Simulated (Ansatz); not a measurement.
Compressing Ti5Si

These are results of Ansatz 0.2.0, DFT PBE, scalar-relativistic, plane waves, PAW, not measurements. (420 eV cutoff, 12×12×12 k-mesh, Gaussian smearing of 0.10 eV, no spin polarisation)

Reference structure (relaxed):

```xyz
6
Lattice="2.5242 1.4574 4.4384 -2.5242 1.4574 4.4384 0.0000 -2.9147 4.4384" Properties=species:S:1:pos:R:3 pbc="T T T"
Ti    0.0000    0.0000    2.0154
Ti    0.5278    1.4574    4.4384
Ti   -1.5260   -0.2716    4.4384
Ti    0.0000    0.0000   11.2997
Ti    0.9982   -1.1858    4.4384
Si    0.0000    0.0000    6.6575
```

Cell and atoms are relaxed at each pressure within the symmetry of the start, at zero temperature, so transitions that lower the symmetry aren't seen. The k-mesh given is that at zero pressure and may differ at others.

**Question.** Give the structure at 3 GPa.

**Answer.**
```xyz
6
Lattice="2.5019 1.4445 4.4114 -2.5019 1.4445 4.4114 0.0000 -2.8889 4.4114" Properties=species:S:1:pos:R:3 pbc="T T T"
Ti    0.0000    0.0000    2.0014
Ti    0.5266    1.4445    4.4114
Ti   -1.5142   -0.2662    4.4114
Ti    0.0000    0.0000   11.2328
Ti    0.9877   -1.1782    4.4114
Si    0.0000    0.0000    6.6171
```
The structure is trigonal, space group R32 (No. 155). The conventional cell has a = 5.004 Å, b = 5.004 Å, c = 13.234 Å, α = 90.00°, β = 90.00°, γ = 120.00°. Ti (site symmetry 3) is surrounded by 9 Ti at 2.81 to 2.92 Å and 3 Si at 2.90 Å. Around Ti (site symmetry 2) lie 8 Ti at 2.66 to 2.86 Å and 2 Si at 2.69 Å. Si (site symmetry 32) is surrounded by 12 Ti at 2.69 to 2.90 Å.